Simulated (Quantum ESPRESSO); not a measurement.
AlN in Quantum ESPRESSO: the effect of functional

Crystal: AlN.

```
CELL_PARAMETERS angstrom
3.11300 0.00000 0.00000
-1.55650 2.69594 0.00000
0.00000 0.00000 4.98100
ATOMIC_POSITIONS crystal
Al 0.66667 0.33333 0.50000
Al 0.33333 0.66667 0.00000
N 0.66667 0.33333 0.88000
N 0.33333 0.66667 0.38000
```

Alike in all runs:

* Program: Quantum ESPRESSO 7.5
* Task: phonons
* Cutoff: 612 eV
* Density cutoff: 4898 eV
* k mesh: 4 × 4 × 2, shifted
* Occupations: fermi-dirac, width 0.05 eV
* Spin: no spin polarisation

Each run relaxes the cell or the atoms first.

| functional | potentials or basis | relaxed volume (Å³/atom) | dielectric constant (mean) | highest phonon frequency (cm⁻¹) |
| --- | --- | --- | --- | --- |
| LDA | GBRV 1.5 LDA | 10.25 | 4.73 | 729 |
| PBE | GBRV 1.5 PBE | 10.67 | 4.80 | 704 |
| RPBE | GBRV 1.5 PBE | 10.79 | 4.77 | 698 |
| revPBE | GBRV 1.5 PBE | 10.76 | 4.78 | 699 |
| WC | GBRV 1.5 PBE | 10.51 | 4.85 | 711 |
| vdW-DF-cx | GBRV 1.5 PBE | ? | ? | ? |

**Question.** What does the run with functional vdW-DF-cx give?

**Answer.** Relaxed volume 10.54 Å³/atom; dielectric constant 4.80 mean; highest phonon frequency 712 cm⁻¹.

Caveats: all runs use coarse meshes; the potentials were made for another functional, which shifts forces and pressure (some runs).
